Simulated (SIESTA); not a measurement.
Input of a SIESTA 5.4.2 run:

Sb.fdf

```
SystemName                      Sb
SystemLabel                     Sb
NumberOfSpecies                 1
NumberOfAtoms                   1
%block ChemicalSpeciesLabel
  1  51 Sb
%endblock ChemicalSpeciesLabel

LatticeConstant                 1.0 Ang
%block LatticeVectors
    -1.8713408863     1.8713408863     1.8713408863
     1.8713408863    -1.8713408863     1.8713408863
     1.8713408863     1.8713408863    -1.8713408863
%endblock LatticeVectors
AtomicCoordinatesFormat         Fractional
%block AtomicCoordinatesAndAtomicSpecies
     0.0000000000     0.0000000000     0.0000000000  1  Sb
%endblock AtomicCoordinatesAndAtomicSpecies

%block kgrid.MonkhorstPack
    8   0   0  0.0
    0   8   0  0.0
    0   0   8  0.0
%endblock kgrid.MonkhorstPack
XC.Functional                   GGA
XC.Authors                      PBEsol
PAO.BasisSize                   DZP
PAO.EnergyShift                 0.003 Ry
Mesh.Cutoff                     500 Ry
OccupationFunction              FD
ElectronicTemperature           0.05 eV
MaxSCFIterations                120
SCF.MustConverge                false
SCF.Mixer.Method                Pulay
SCF.Mixer.Weight                0.25
SCF.Mixer.History               8
SCF.DM.Tolerance                5.0e-05
SCF.H.Tolerance                 1.0e-03 eV
WriteForces                     true
Charge.Mulliken                 end
BandLinesScale                  ReciprocalLatticeVectors
%block BandLines
    1    0.000000   0.000000   0.000000  \Gamma
   17    0.500000  -0.500000   0.500000  H
   12    0.000000   0.000000   0.500000  N
   12    0.000000   0.000000   0.000000  \Gamma
   15    0.250000   0.250000   0.250000  P
   15    0.500000  -0.500000   0.500000  H
    1    0.250000   0.250000   0.250000  P
    9    0.000000   0.000000   0.500000  N
%endblock BandLines
%block PAO.Basis
  Sb 4
  n=5 0 2
    5.972 0.000
  n=5 1 2
    7.842 0.000
  n=4 2 2
    3.490 0.000
  n=5 2 1
    7.842
%endblock PAO.Basis
```

Potentials or basis: PseudoDojo 0.4 standard (PBEsol files), DZP (energy shift 0.003 Ry; two zetas on semicore shells).

Command:

```bash
$ siesta Sb.fdf > Sb.out 2>&1
```

Question: Estimate the pressure.

Answer: 0.7 GPa.

Question: Predict the band gap on the k mesh.

Answer: None (metal or under the smearing width).

Levels at the corners of the path, in eV from the Fermi level:
```
point  band 5  band 6  band 7  band 8  band 9  band 10  band 11  band 12
    Γ  -29.02  -13.02    5.78    5.78    5.78    11.83    11.83    11.83
    H  -28.97   -5.46   -1.94   -1.94   -1.94     3.03     3.03    23.14
    N  -28.97   -8.81   -5.70    2.00    4.27     7.06     7.37    19.29
    Γ  -29.02  -13.02    5.78    5.78    5.78    11.83    11.83    11.83
    P  -29.01   -7.78   -2.79   -2.79   -2.79    16.68    16.68    16.68
    H  -28.97   -5.46   -1.94   -1.94   -1.94     3.03     3.03    23.14
    P  -29.01   -7.78   -2.79   -2.79   -2.79    16.68    16.68    16.68
    N  -28.97   -8.81   -5.70    2.00    4.27     7.06     7.37    19.29
```

Caveat: spin-orbit coupling is left out, which moves the levels of the heavy elements; the basis of atomic orbitals isn't converged, which shifts pressures, moduli and gaps.
